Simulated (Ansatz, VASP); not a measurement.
**One calculation of La, two programs**

```
La
1.0
     3.48125    0.00000    0.00000
    -1.74063    3.01485    0.00000
     0.00000    0.00000    5.75218
La
2
Direct
  0.33333 0.66667 0.25000
  0.66667 0.33333 0.75000
```

Alike in both runs: task single point; functional LDA; k mesh 11 × 11 × 6; occupations fermi-dirac, width 0.1 eV; no spin polarisation.

|  | VASP | Ansatz |
| --- | --- | --- |
| version | VASP 6.6.1 | Ansatz 0.2.0 |
| potentials or method | VASP PAW LDA potentials, release 64 (La) | plane waves (420 eV) with PAW, scalar-relativistic |
| plane-wave cutoff (eV) | 520 | 420 |
| valence electrons in the cell | 22 | 22 |

VASP gave:

```
pressure (GPa)                                  : 2.3
largest component of the traceless stress (GPa) : 0.11
```

Task: Which values does Ansatz return?

Result: Pressure (GPa): 2.5; largest component of the traceless stress (GPa): 0.11.

Ansatz warned: «pseudo_functional_mismatch».

The runs have no spin-orbit coupling, so splittings on La are missing.
